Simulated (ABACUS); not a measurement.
**MgSe in ABACUS: the effect of functional**

The system is MgSe.

```xyz
2
Lattice="-2.7072 0.0000 2.7072 0.0000 2.7072 2.7072 -2.7072 2.7072 0.0000" Properties=species:S:1:pos:R:3 pbc="T T T"
Se   -2.7072    2.7072    2.7072
Mg    0.0000    0.0000    0.0000
```

The cell isn't the ideal one: volume scaled by 0.98.

Alike in all runs:

```yaml
Program: ABACUS 3.10.1
Task: equation of state
Potentials_or_basis: SG15 ONCV 1.2 PBE
Cutoff: 1184 eV
Density_cutoff: 4735 eV
Basis: plane waves
k_mesh: 6 × 6 × 6
Occupations: fermi-dirac, width 0.05 eV
Spin: no spin polarisation
```

```csv
functional,gap on the mesh (eV),pressure (GPa)
LDA,1.50,0.2
PBE,1.82,3.5
PBEsol,1.73,2.2
PW91,1.85,3.6
WC,?,?
SCAN,2.50,2.5
TPSS,2.20,3.6
```

Question: What does the run with functional WC give?

Answer: gap on the mesh 1.80 eV; pressure 2.6 GPa.

Caveats: the potentials were made for another functional, which shifts forces and pressure (some runs).

A k mesh can miss the band edges.
